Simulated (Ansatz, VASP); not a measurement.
# One calculation of GaSb, 3 ways

The starting cell:

```
CELL_PARAMETERS angstrom
0.00000 3.05900 3.05900
3.05900 0.00000 3.05900
3.05900 3.05900 0.00000
ATOMIC_POSITIONS crystal
Sb 0.75000 0.75000 0.75000
Ga 0.00000 0.00000 0.00000
```

Alike in all runs: task relaxation of cell and atoms; functional PBEsol; k mesh 8 × 8 × 8; occupations fermi-dirac, width 0.05 eV; no spin polarisation; no spin-orbit coupling.

```tsv
program and potentials	plane-wave cutoff (eV)	notes	equilibrium volume (Å³/atom)
Ansatz, Ansatz PAW	420	potentials made for PBE, which Ansatz adapts in part; 14 valence electrons an atom on average	28.51
Ansatz, all-electron LAPW, scalar-relativistic	-	-	28.52
VASP, PBE PAW files Ga_d, Sb, 600 eV	600	potentials made for PBE; 9 valence electrons an atom on average	28.56
```

The equilibrium volume spans 28.51 (Ansatz, Ansatz PAW) to 28.56 Å³/atom (VASP, PBE PAW files Ga_d, Sb, 600 eV), with all-electron results at 28.52. Relaxations stop with a little pressure left, so the last digit of a volume isn't settled.

The functional is the same throughout but for its coding, so the spread measures potentials, basis and numerics; runs on potential files found faulty are left out.
